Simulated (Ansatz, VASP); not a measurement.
## Two plane-wave programs on Si3Ge

```
Si Ge
1.0
     2.71500    0.00000    0.00000
    -1.35750    2.35126    0.00000
     0.00000    0.00000   10.11061
Si Ge
3 1
Direct
  0.00000 0.00000 0.50000
  0.00000 0.00000 0.74356
  0.00000 0.00000 0.25644
  0.00000 0.00000 0.00000
```

Alike in both runs: functional PBE; k mesh 21 × 21 × 6; occupations gaussian, width 0.1 eV; no spin polarisation.

Ansatz relaxed the structure, and its values are those at the end. VASP's run is a single point on that final structure, the one shown.

|  | VASP | Ansatz |
| --- | --- | --- |
| version | VASP 6.6.1 | Ansatz 0.2.0 |
| potentials or method | VASP PAW PBE potentials, release 64 (Si, Ge_d) | scalar-relativistic, plane waves, PAW |
| plane-wave cutoff (eV) | 520 | 420 |
| valence electrons in the cell | 26 | 26 |

|  | VASP | Ansatz | Ansatz less VASP |
| --- | --- | --- | --- |
| gap on the k mesh at the Fermi level (eV) | none | none | - |
| pressure (GPa) | 0.0 | 0.0 | +0.02 |

A gap of «none» marks a metal or a gap that the smearing closes.
